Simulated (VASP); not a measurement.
Wanted: the native input for a VASP 6.6.1 run.

```
Task                   : relaxation of the atoms
Functional             : LDA
Potentials or basis    : VASP PAW LDA potentials, release 64 (Te, Mo_sv)
Cutoff                 : 520 eV
k mesh                 : 10 × 10 × 3
Occupations            : gaussian, width 0.05 eV
Spin                   : no spin polarisation
Further INCAR settings : ALGO = Normal; EDIFF = 1e-06; IBRION = 2; EDIFFG = -0.02; NSW = 60
```

The structure of Te2Mo lies in POSCAR:

```
Te2Mo
1.0
    3.5182000000      0.0000000000      0.0000000000
   -1.7591000000      3.0468505800      0.0000000000
    0.0000000000      0.0000000000     14.1971776000
Te Mo
4 2
Direct
    0.3333333300      0.6666666700      0.6230315000
    0.6666666700      0.3333333300      0.1230315000
    0.3333333300      0.6666666700      0.8769685000
    0.6666666700      0.3333333300      0.3769685000
    0.3333333300      0.6666666700      0.2500000000
    0.6666666700      0.3333333300      0.7500000000
```

These files were run (other wordings do the same):

INCAR

```
SYSTEM = Te2Mo
ALGO = Normal
EDIFF = 1E-6
EDIFFG = -0.02
ENCUT = 520
IBRION = 2
ISIF = 2
ISMEAR = 0
KPAR = 2
LASPH = .True.
LCHARG = .False.
LREAL = .False.
LWAVE = .False.
NELM = 100
NSW = 60
PREC = Accurate
SIGMA = 0.05
```

KPOINTS

```
k-points
0
Gamma
  10 10 3
  0 0 0
```

Potentials or basis: VASP PAW LDA potentials, release 64 (Te, Mo_sv).

Run with:

```bash
$ cat potpaw_LDA.64/Te/POTCAR potpaw_LDA.64/Mo_sv/POTCAR > POTCAR
$ mpirun -np 2 vasp_std > vasp.out
```

Results of the run:

```
Energy gained by relaxing : 1.2 meV/atom
Ionic steps               : 3
Pressure after relaxing   : -1.9 GPa
Band gap on the k mesh    : 0.77 eV, indirect (least direct gap 1.17 eV)
```

Caveat: spin-orbit coupling is left out, which moves the levels of the heavy elements; an odd mesh through Γ misses points on the zone boundary, where band edges often lie.

Wall time 3.1 min on 2 MPI ranks on Intel(R) Xeon(R) Platinum 8175M CPU @ 2.50GHz (Skylake/Cascade Lake) (shared host), peak memory 0.28 GiB a rank.
